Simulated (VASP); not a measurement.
Set up this calculation in VASP 6.6.1, as the native input.

| Property | Result |
| --- | --- |
| Task | band structure |
| Functional | PW91 |
| Potentials or basis | VASP PAW PBE potentials, release 64 (Ru_pv, Al) |
| Cutoff | 520 eV |
| k mesh | 9 × 9 × 9 |
| Occupations | fermi-dirac, width 0.05 eV |
| Spin | no spin polarisation |
| Further INCAR settings | ALGO = Normal; EDIFF = 1e-07; NBANDS = 16 |

The structure of AlRu lies in POSCAR:

```
AlRu
1.0
    2.9916000000      0.0000000000      0.0000000000
    0.0000000000      2.9916000000      0.0000000000
    0.0000000000      0.0000000000      2.9916000000
Ru Al
1 1
Direct
    0.5000000000      0.5000000000      0.5000000000
    0.0000000000      0.0000000000      0.0000000000
```

The input as run:

INCAR

```
ALGO = Normal
EDIFF = 1E-7
ENCUT = 520
GGA = 91
ISIF = 2
ISMEAR = -1
LASPH = True
LCHARG = False
LMAXMIX = 4
LREAL = False
LWAVE = False
NBANDS = 16
NELM = 80
PREC = Accurate
SIGMA = 0.05
```

KPOINTS

```
k-points
0
Gamma
  9 9 9
```

KPOINTS_OPT

```
path GXMGRX,MR
20
line-mode
reciprocal
 0.0000000000  0.0000000000  0.0000000000  G
 0.0000000000  0.5000000000  0.0000000000  X

 0.0000000000  0.5000000000  0.0000000000  X
 0.5000000000  0.5000000000  0.0000000000  M

 0.5000000000  0.5000000000  0.0000000000  M
 0.0000000000  0.0000000000  0.0000000000  G

 0.0000000000  0.0000000000  0.0000000000  G
 0.5000000000  0.5000000000  0.5000000000  R

 0.5000000000  0.5000000000  0.5000000000  R
 0.0000000000  0.5000000000  0.0000000000  X

 0.5000000000  0.5000000000  0.0000000000  M
 0.5000000000  0.5000000000  0.5000000000  R
```

Potentials or basis: VASP PAW PBE potentials, release 64 (Ru_pv, Al).

Run with:

```bash
$ cat potpaw_PBE.64/Ru_pv/POTCAR potpaw_PBE.64/Al/POTCAR > POTCAR
$ mpirun -np 1 vasp_std > vasp.out
```

It gave:

The pressure is 3.0 GPa and the band gap along the path is none (metal or under the smearing width).

Caveat: the PAW data sets were made with another functional, which shifts forces and pressure a little.

Wall time 46 s on 1 thread of Intel(R) Xeon(R) Platinum 8375C CPU @ 2.90GHz (Ice Lake), with other jobs on the host, peak memory 0.15 GiB.
